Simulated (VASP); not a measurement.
# Li: single point with r2SCAN

Crystal: Li.

```
CELL_PARAMETERS angstrom
3.08986 0.00000 0.00000
-1.54493 2.67590 0.00000
0.00000 0.00000 5.07371
ATOMIC_POSITIONS crystal
Li 0.33333 0.66667 0.75000
Li 0.66667 0.33333 0.25000
```

The cell was built by a generator and needn't be a form met in nature.

| Item | Value |
| --- | --- |
| Program | VASP 6.6.1 |
| Task | single point |
| Functional | r2SCAN |
| Potentials or basis | VASP PAW PBE potentials, release 64 (Li_sv) |
| Cutoff | 520 eV |
| k mesh | 16 × 16 × 8 |
| Occupations | gaussian, width 0.05 eV |
| Spin | no spin polarisation |

* Band gap on the k mesh: none (metal or under the smearing width)

Levels at points of the mesh, in eV from the Fermi level:
| k point | band 1 | band 2 | band 3 | band 4 | band 5 | band 6 |
| --- | --- | --- | --- | --- | --- | --- |
| (0.00, 0.00, 0.00) | -48.12 | -48.11 | -3.81 | -0.02 | 3.01 | 13.57 |
| (0.50, 0.00, 0.00) | -48.11 | -48.10 | -0.06 | 1.11 | 5.01 | 6.12 |
| (0.00, 0.00, 0.50) | -48.12 | -48.12 | -2.62 | -2.62 | 8.38 | 8.38 |
| (0.50, 0.00, 0.50) | -48.10 | -48.10 | 0.76 | 0.76 | 3.68 | 3.68 |

It took 9 min on 1 thread of AMD EPYC 7R13 Processor (Zen 3) (shared host), peak memory 0.14 GiB.
